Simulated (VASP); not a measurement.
# CuO (C2/c) in VASP: a series of runs

One crystal, CuO, is run at these levels: PBE; tasks: single point.

All numbers are computed with VASP 6.6.1; they aren't measurements. Logs are shortened: lines on timing, memory, paths and dates and some standing lists are left out, and cuts for length are marked.

## (1) The crystal as given

The structure is monoclinic, space group C2/c (No. 15). The conventional cell has a = 4.684 Å, b = 3.423 Å, c = 5.129 Å, α = 90.00°, β = 99.54°, γ = 90.00°. Cu (site symmetry -1) is surrounded by 4 O at 1.95 to 1.96 Å. O (site symmetry 2) has 4 Cu at 1.95 to 1.96 Å as nearest neighbours.

## (2) Single point, PBE, collinear spin, typed start

Contents of INCAR:

```
PREC = Accurate
ENCUT = 520
EDIFF = 1E-7
ISMEAR = 0
SIGMA = 0.02
LREAL = Auto
LASPH = True
NELM = 150
ALGO = Fast
ISIF = 2
LWAVE = False
LCHARG = True
ISPIN = 2
MAGMOM = 1 -1 -1 1 1 -1 -1 1 0 0 0 0 0 0 0 0
LORBIT = 11
LMAXMIX = 4
GGA = PE
LELF = True
LVHAR = True
NBANDS = 86
```

Contents of KPOINTS:

```
Automatic mesh
0
Gamma
  3 6 3
```

Contents of POSCAR:

```
CuO
1.0
    3.8339394260      0.0000000000      5.0580666287
    0.0000000000      3.4230000000      0.0000000000
   -5.5340605740      0.0000000000      5.0580666287
Cu O
8 8
Direct
    0.1250000000      0.2500000000      0.8750000000
    0.6250000000      0.2500000000      0.3750000000
    0.3750000000      0.7500000000      0.6250000000
    0.8750000000      0.7500000000      0.1250000000
    0.3750000000      0.7500000000      0.1250000000
    0.8750000000      0.7500000000      0.6250000000
    0.1250000000      0.2500000000      0.3750000000
    0.6250000000      0.2500000000      0.8750000000
    0.1250000000      0.4184000000      0.1250000000
    0.6250000000      0.4184000000      0.6250000000
    0.3750000000      0.9184000000      0.8750000000
    0.8750000000      0.9184000000      0.3750000000
    0.3750000000      0.5816000000      0.3750000000
    0.8750000000      0.5816000000      0.8750000000
    0.1250000000      0.0816000000      0.6250000000
    0.6250000000      0.0816000000      0.1250000000
```

Potentials or basis: VASP PAW PBE potentials, release 64 (Cu, O).

Started as:

```
$ cat potpaw_PBE.64/Cu/POTCAR potpaw_PBE.64/O/POTCAR > POTCAR
$ mpirun -np 1 vasp_std > vasp.out
```

OUTCAR:

```text
PREC = Accurate
   ENCUT = 520
   EDIFF = 1E-7
   ISMEAR = 0
   LREAL = Auto
   LASPH = True
   NELM = 150
   ISIF = 2
   ISPIN = 2
   LORBIT = 11
   GGA = PE

 ion  position               nearest neighbor table
   1  0.125  0.250  0.875-  11 1.95  14 1.95   9 1.96  15 1.96
   2  0.625  0.250  0.375-  12 1.95  13 1.95  10 1.96  16 1.96
   3  0.375  0.750  0.625-  10 1.95  15 1.95  13 1.96  11 1.96
   4  0.875  0.750  0.125-   9 1.95  16 1.95  14 1.96  12 1.96
   5  0.375  0.750  0.125-   9 1.95  16 1.95  13 1.96  11 1.96
   6  0.875  0.750  0.625-  10 1.95  15 1.95  14 1.96  12 1.96
[... 8 lines left out ...]
  15  0.125  0.082  0.625-   3 1.95   6 1.95   1 1.96   7 1.96
  16  0.625  0.082  0.125-   4 1.95   5 1.95   2 1.96   8 1.96

  LATTYP: Found a simple monoclinic cell.
 ALAT       =     6.3468992069
 B/A-ratio  =     0.5393184748
 C/A-ratio  =     1.1812577410
 COS(beta)  =    -0.0917685647

  Lattice vectors:

 A1 = (   3.8339394260,   0.0000000000,   5.0580666287)
 A2 = (   0.0000000000,  -3.4230000000,   0.0000000000)
 A3 = (   5.5340605740,   0.0000000000,  -5.0580666287)

Analysis of symmetry for initial positions (statically):
=====================================================================
 Subroutine PRICEL returns following result:

  LATTYP: Found a base centered monoclinic cell.
 ALAT       =     4.6840000000
 B/A-ratio  =     0.7307856533
 C/A-ratio  =     1.0950042699
 COS(beta)  =    -0.1657361228

  Lattice vectors:
[... 10 lines left out ...]
 Subroutine GETGRP returns: Found  4 space group operations
 (whereof  2 operations were pure point group operations)
 out of a pool of  4 trial point group operations.

The static configuration has the point symmetry S_2 .
 The point group associated with its full space group is C_2h.

Analysis of symmetry for dynamics (positions and initial velocities):
=====================================================================
 Subroutine PRICEL returns following result:

  LATTYP: Found a base centered monoclinic cell.
 ALAT       =     4.6840000000
 B/A-ratio  =     0.7307856533
 C/A-ratio  =     1.0950042699
 COS(beta)  =    -0.1657361228

  Lattice vectors:
[... 10 lines left out ...]
 Subroutine GETGRP returns: Found  4 space group operations
 (whereof  2 operations were pure point group operations)
 out of a pool of  4 trial point group operations.

The dynamic configuration has the point symmetry S_2 .
 The point group associated with its full space group is C_2h.

Analysis of structural, dynamic, and magnetic symmetry:
=====================================================================
 Subroutine PRICEL returns following result:

  LATTYP: Found a simple monoclinic cell.
 ALAT       =     4.6840000000
 B/A-ratio  =     0.7307856533
 C/A-ratio  =     1.0950042699
 COS(beta)  =    -0.1657361228

  Lattice vectors:
[... 10 lines left out ...]
 Subroutine GETGRP returns: Found  4 space group operations
 (whereof  2 operations were pure point group operations)
 out of a pool of  4 trial point group operations.

The overall configuration has the point symmetry S_2 .
 The point group associated with its full space group is C_2h.

 Subroutine INISYM returns: Found  4 space group operations
 (whereof  2 operations are pure point group operations),
 and found     2 'primitive' translations

----------------------------------------------------------------------------------------

                                     Primitive cell

  volume of cell :      81.0977

  direct lattice vectors                    reciprocal lattice vectors
     4.684000000  0.000000000  0.000000000     0.213492741  0.000000000  0.035879670
     0.000000000  3.423000000  0.000000000     0.000000000  0.292141396  0.000000000
    -0.850060574  0.000000000  5.058066629     0.000000000  0.000000000  0.197703999

  length of vectors
     4.684000000  3.423000000  5.129000000     0.216486723  0.292141396  0.197703999

  position of ions in fractional coordinates (direct lattice)
     0.250000000  0.250000000  0.000000000
     0.750000000  0.750000000  0.000000000
     0.250000000  0.750000000  0.500000000
     0.750000000  0.250000000  0.500000000
     0.000000000  0.418400000  0.250000000
     0.500000000  0.918400000  0.250000000
     0.000000000  0.581600000  0.750000000
     0.500000000  0.081600000  0.750000000

  ion indices of the primitive-cell ions
   primitive index   ion index
                 1           1
                 2           3
                 3           5
                 4           7
                 5           9
                 6          11
                 7          14
                 8          15

----------------------------------------------------------------------------------------

 KPOINTS: Automatic mesh

Automatic generation of k-mesh.
 Grid dimensions read from file:
 generate k-points for:    3    6    3

 Generating k-lattice:

  Cartesian coordinates                     Fractional coordinates (reciprocal lattice)
     0.035582124  0.000000000  0.038930612     0.333333333  0.000000000 -0.000000000
     0.000000000  0.048690233  0.000000000     0.000000000  0.166666667  0.000000000
    -0.035582124  0.000000000  0.026970721     0.000000000  0.000000000  0.333333333

  Length of vectors
     0.052741635  0.048690233  0.044648710

  Shift w.r.t. Gamma in fractional coordinates (k-lattice)
     0.000000000  0.000000000  0.000000000

 Subroutine IBZKPT returns following result:
 ===========================================

 Found     20 irreducible k-points:

 Following reciprocal coordinates:
            Coordinates               Weight
  0.000000  0.000000  0.000000      1.000000
  0.333333  0.000000  0.000000      2.000000
  0.000000  0.166667  0.000000      2.000000
  0.333333  0.166667  0.000000      4.000000
  0.000000  0.333333  0.000000      2.000000
  0.333333  0.333333  0.000000      4.000000
[... 12 lines left out ...]
  0.333333  0.500000  0.333333      2.000000
 -0.333333  0.500000  0.333333      2.000000
   k-points           NKPTS =     20   k-points in BZ     NKDIM =     20   number of bands    NBANDS=     86
   number of dos      NEDOS =    301   number of ions     NIONS =     16
   total plane-waves  NPLWV =  75264
   dimension x,y,z NGX =    48 NGY =   28 NGZ =   56
   dimension x,y,z NGXF=    96 NGYF=   56 NGZF=  112
   ions per type =               8   8
   NGX,Y,Z   is equivalent  to a cutoff of  12.57, 13.60, 12.42 a.u.
   NGXF,Y,Z  is equivalent  to a cutoff of  25.15, 27.20, 24.83 a.u.
 SYSTEM =  unknown system
   PREC   = accura    normal or accurate (medium, high low for compatibility)
   ISTART =      0    job   : 0-new  1-cont  2-samecut
   ICHARG =      2    charge: 1-file 2-atom 10-const
   ISPIN  =      2    spin polarized calculation?
   LNONCOLLINEAR =      F non collinear calculations
   LSORBIT =      F    spin-orbit coupling
   LASPH  =      T    aspherical Exc in radial PAW
   ENCUT  =  520.0 eV  38.22 Ry    6.18 a.u.  11.80  6.36 13.94*2*pi/ulx,y,z
   NELM   =    150;   NELMIN=  2; NELMDL= -5     # of ELM steps
   EDIFF  = 0.1E-06   stopping-criterion for ELM
   LREAL  =      T    real-space projection
   EDIFFG = 0.1E-05   stopping-criterion for IOM
   NSW    =      0    number of steps for IOM
   IBRION =     -1    ionic relax: 0-MD 1-quasi-New 2-CG
   NFREE  =      0    steps in history (QN), initial steepest desc. (CG)
   ISIF   =      2    stress and relaxation
   ISYM   =      2    0-nonsym 1-usesym 2-fastsym
   POTIM  = 0.5000    time-step for ionic-motion
   TEBEG  =    0.0;   TEEND  =   0.0 temperature during run
   PSTRESS=    0.0 pullay stress
   NELECT =     136.0000    total number of electrons
   NUPDOWN=      -1.0000    fix difference up-down
   EMIN   =  10.00;   EMAX   =-10.00  energy-range for DOS
   EFERMI =   0.00;   METHOD = LEGACY
   ISMEAR =     0;   SIGMA  =   0.02  broadening in eV -4-tet -1-fermi 0-gaus
   EFERMI_NEDOS =   21; number of points for ismear=-14 and -15
   IALGO  =     68    algorithm
   IMIX   =      4    mixing-type and parameters
     AMIX     =   0.40;   BMIX     =  1.00
     AMIX_MAG =   1.60;   BMIX_MAG =  1.00
  volume/ion in A,a.u.               =      10.14        68.41
  Fermi-wavevector in a.u.,A,eV,Ry     =   1.543743  2.917251 32.424625  2.383143
  Thomas-Fermi vector in A             =   2.649363
   LORBIT       =     11    0 simple, 1 ext, 2 COOP (PROOUT), +10 PAW based schemes
   GGA     = PE    functional components
   LHFCALC =     F    Hartree Fock is set to
   AEXX    =    0.0000 exact exchange contribution
   IVDW    =     0    specifies the selected vdW correction
   LEPSILON=     F    determine dielectric tensor
   LRPA    =     F    only Hartree local field effects (RPA)
 spin polarized calculation
 RMM-DIIS sequential band-by-band and
 Gauss-broadening in eV      SIGMA  =   0.02
  energy-cutoff  :      520.00
  volume of cell :      162.20
 maximum number of plane-waves:      4393
   NGX = 23   NGY = 13   NGZ = 27

 number of electron     136.0000146 magnetization      -0.0000000

 number of electron     136.0000146 magnetization       0.0000000

 Free energy of the ion-electron system (eV)
  ---------------------------------------------------
  ext. energy  EPLUGINS =         0.00000000
  ---------------------------------------------------
  free energy    TOTEN  =       -78.21658322 eV

  energy without entropy =      -78.21658322  energy(sigma->0) =      -78.21658322

 E-fermi :   5.6964     XC(G=0): -11.9125

 val. band max:        5.6179117474   @ k =   0.0000   0.5000   0.3333
 cond. band min:       5.7748767637   @ k =   0.0000   0.1667   0.3333
 fundamental gap:      0.1569650163
 Fermi energy:         5.6963661868

 spin component 1

 k-point     1 :       0.0000    0.0000    0.0000
  band No.  band energies     occupation
      1     -14.1716      1.00000
      2     -13.2397      1.00000
      3     -13.2175      1.00000
      4     -13.1156      1.00000
      5     -13.1071      1.00000
      6     -12.8342      1.00000
[... 1649 lines left out ...]
     79      11.8682      0.00000
     80      11.8682      0.00000
 Fermi energy:         5.6963661868

 spin component 2

 k-point     1 :       0.0000    0.0000    0.0000
  band No.  band energies     occupation
      1     -14.1716      1.00000
      2     -13.2397      1.00000
      3     -13.2175      1.00000
      4     -13.1156      1.00000
      5     -13.1071      1.00000
      6     -12.8342      1.00000
[... 1649 lines left out ...]
     79      11.8682      0.00000
     80      11.8682      0.00000
 [bands above 80 left out]

------------------------ aborting loop because EDIFF is reached ----------------------------------------

  FORCE on cell =-STRESS in cart. coord.  units (eV):
  Direction    XX          YY          ZZ          XY          YZ          ZX
  --------------------------------------------------------------------------------------
  -------------------------------------------------------------------------------------
  Total        6.1088979      7.3995591      5.9805028      0.0000000      0.0000000     -1.0631994
  in kB       60.3441432     73.0933893     59.0758464      0.0000000      0.0000000    -10.5023614
  external PRESSURE =      64.1711263 kB  Pullay stress =       0.0000000 kB

 VOLUME and BASIS-vectors are now :
 -----------------------------------------------------------------------------
  energy-cutoff  :      520.00
  volume of cell :      162.20
      direct lattice vectors                 reciprocal lattice vectors
     3.833939426  0.000000000  5.058066629     0.106746371  0.000000000  0.116791835
     0.000000000  3.423000000  0.000000000     0.000000000  0.292141396  0.000000000
    -5.534060574  0.000000000  5.058066629    -0.106746371  0.000000000  0.080912164

 POSITION                                       TOTAL-FORCE (eV/Angst)
 -----------------------------------------------------------------------------------
     -4.36306      0.85575      5.05807        -0.108453      0.073319      0.045782
      0.32094      0.85575      5.05807        -0.108453      0.073319      0.045782
     -2.02106      2.56725      5.05807         0.108453     -0.073319     -0.045782
      2.66294      2.56725      5.05807         0.108453     -0.073319     -0.045782
      0.74597      2.56725      2.52903         0.108453      0.073319     -0.045782
     -0.10409      2.56725      7.58710         0.108453      0.073319     -0.045782
[... 8 lines left out ...]
     -2.97955      0.27932      3.79355        -0.039322     -0.164696      0.034987
      1.70445      0.27932      3.79355        -0.039322     -0.164696      0.034987
 -----------------------------------------------------------------------------------
    total drift:                               -0.000000      0.000000      0.000000

  FREE ENERGIE OF THE ION-ELECTRON SYSTEM (eV)
  ---------------------------------------------------
  free  energy   TOTEN  =       -78.2165832206 eV

  energy  without entropy=      -78.2165832203  energy(sigma->0) =      -78.21658322

 total charge

# of ion       s       p       d       tot
------------------------------------------
    1        0.381   0.388   9.129   9.898
    2        0.381   0.388   9.129   9.898
    3        0.381   0.388   9.129   9.898
    4        0.381   0.388   9.129   9.898
    5        0.381   0.388   9.129   9.898
    6        0.381   0.388   9.129   9.898
[... 8 lines left out ...]
   15        1.573   3.395   0.000   4.968
   16        1.573   3.395   0.000   4.968
--------------------------------------------------
tot         15.636  30.260  73.030 118.927

 magnetization (x)

# of ion       s       p       d       tot
------------------------------------------
    1       -0.005  -0.005   0.363   0.352
    2        0.005   0.005  -0.363  -0.352
    3        0.005   0.005  -0.363  -0.352
    4       -0.005  -0.005   0.363   0.352
    5       -0.005  -0.005   0.363   0.352
    6        0.005   0.005  -0.363  -0.352
[... 8 lines left out ...]
   15       -0.003  -0.112   0.000  -0.115
   16        0.003   0.112   0.000   0.115
--------------------------------------------------
tot          0.000   0.000   0.000   0.000
```

Wall time 9.5 min (1 thread of Intel Xeon 6975P-C (Granite Rapids), shared host); peak memory 0.54 GiB.

Results:

```yaml
Free_energy: -78.2166 eV
Pressure: 6.4 GPa
Largest_force: 0.173 eV/Å
Band_gap_on_the_k_mesh: 0.16 eV
Net_moment: 0.00 μB per cell
Site_moments: Cu +0.35, -0.35; O +0.12, -0.12 μB
Valence_electrons_inside_the_program's_atomic_spheres: Cu 9.90; O 4.97
```

Forces in eV/Å, atoms in the order of the input:
```
Cu  -0.108  0.073  0.046
Cu  -0.108  0.073  0.046
Cu   0.108 -0.073 -0.046
Cu   0.108 -0.073 -0.046
Cu   0.108  0.073 -0.046
Cu   0.108  0.073 -0.046
Cu  -0.108 -0.073  0.046
Cu  -0.108 -0.073  0.046
O   -0.039  0.165  0.035
O   -0.039  0.165  0.035
O    0.039  0.165 -0.035
O    0.039  0.165 -0.035
O    0.039 -0.165 -0.035
O    0.039 -0.165 -0.035
O   -0.039 -0.165  0.035
O   -0.039 -0.165  0.035
```

Caveat: an odd mesh through Γ misses points on the zone boundary, where band edges often lie.

## (3) Single point, PBE

This run uses another cell than the first one: it holds 4 atoms, not 16.

Contents of INCAR:

```
SYSTEM = CuO
  PREC = Accurate
  ENCUT = 520
  EDIFF = 1E-6
  ISMEAR = 0
  SIGMA = 0.02
  LREAL = .False.
  LASPH = .True.
  NELM = 80
  ALGO = Normal
  ISIF = 2
  LWAVE = .False.
  LCHARG = .False.
  GGA = PE
  NBANDS = 25
```

Contents of KPOINTS:

```
regular mesh
0
Gamma
  8 8 5
  0 0 0
```

Contents of POSCAR:

```
CuO
1.0
    2.3420000000     -1.7115000000      0.0000000000
    2.3420000000      1.7115000000      0.0000000000
   -0.8500605740      0.0000000000      5.0580666287
Cu O
2 2
Direct
    0.0000000000      0.5000000000      0.0000000000
    0.5000000000      0.0000000000      0.5000000000
    0.5816000000      0.4184000000      0.2500000000
    0.4184000000      0.5816000000      0.7500000000
```

Potentials or basis: VASP PAW PBE potentials, release 64 (Cu, O).

Started as:

```
$ cat potpaw_PBE.64/Cu/POTCAR potpaw_PBE.64/O/POTCAR > POTCAR
$ mpirun -np 1 vasp_std > vasp.out
```

Wall time 33 s (1 thread of Intel Xeon 6975P-C (Granite Rapids), shared host); peak memory 0.21 GiB.

The run converged. Its results:

```yaml
Free_energy: -19.5238 eV
Pressure: 6.4 GPa
Largest_force: 0.221 eV/Å
Band_gap_on_the_k_mesh: none (metal or under the smearing width)
```

Forces in eV/Å, atoms in the order of the input:
```
Cu   0.000  0.000  0.000
Cu   0.000  0.000  0.000
O    0.000  0.221  0.000
O    0.000 -0.221  0.000
```

Stress tensor (GPa, compression positive):
```
 6.35  0.00 -1.14
 0.00  7.38  0.00
-1.14  0.00  5.59
```

Levels at points of the mesh, in eV from the Fermi level:
```tsv
k point	band 15	band 16	band 17	band 18	band 19	band 20
(0.00, 0.00, 0.00)	-2.16	-1.65	0.23	0.95	1.74	6.06
(0.50, 0.00, 0.00)	-1.50	-1.41	0.02	0.27	4.90	6.34
(0.50, 0.50, 0.00)	-1.66	-1.22	-0.65	1.08	3.38	7.13
```

Caveat: the run has no spin polarisation, though such a crystal can be magnetic; semilocal functionals often make such compounds metallic where correlation or magnetic order opens a gap, which also shifts bond lengths. With open d or f shells a metallic result of PBE can be an artefact of self-interaction; +U or a hybrid may open a gap.
